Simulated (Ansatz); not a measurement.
C, a slab with vacuum:

```
C
1.0
     2.45623    0.00000    0.00000
    -1.22811    2.12716    0.00000
     0.00000    0.00000   24.13396
C
4
Direct
  0.66667 0.33333 0.57048
  0.33333 0.66667 0.42952
  0.00000 0.00000 0.42953
  0.00000 0.00000 0.57047
```

```yaml
Program: Ansatz 0.2.0
Task: single point
Functional: PBE
Potentials_or_basis: all-electron LAPW, scalar-relativistic
Cutoff: 528 eV (chosen from the basis error)
Basis_error_allowed: 0.001 eV/atom
k_mesh: 12 × 12 × 2
Occupations: fermi-dirac, width 0.05 eV
Spin: no spin polarisation
```

On this cell: largest force 0.054 eV/Å; band gap on the k mesh none (metal or under the smearing width).

The same run follows on a disturbed copy (atoms moved at random, drawn with an rms of 0.05 Å):

```
C
1.0
     2.45623    0.00000    0.00000
    -1.22811    2.12716    0.00000
     0.00000    0.00000   24.13396
C
4
Direct
  0.65643 0.32544 0.57124
  0.29481 0.64936 0.42888
  0.00123 0.99214 0.42970
  0.99523 0.01618 0.57109
```

Problem. What changes?

Solution. The energy (extrapolated to zero smearing) moves by +68.9 meV/atom; largest force 4.549 eV/Å; band gap on the k mesh 0.61 eV, direct.

Forces in eV/Å, atoms in the order of the input:
```
C   -0.971  2.597 -0.008
C    4.489  0.639  0.264
C   -4.490 -0.638 -0.356
C    0.972 -2.599  0.100
```

Stress tensor (GPa, compression positive):
```
 2.82 -1.56 -0.11
-1.56  1.89 -0.01
-0.11 -0.01  0.39
```

A k mesh can miss the band edges.
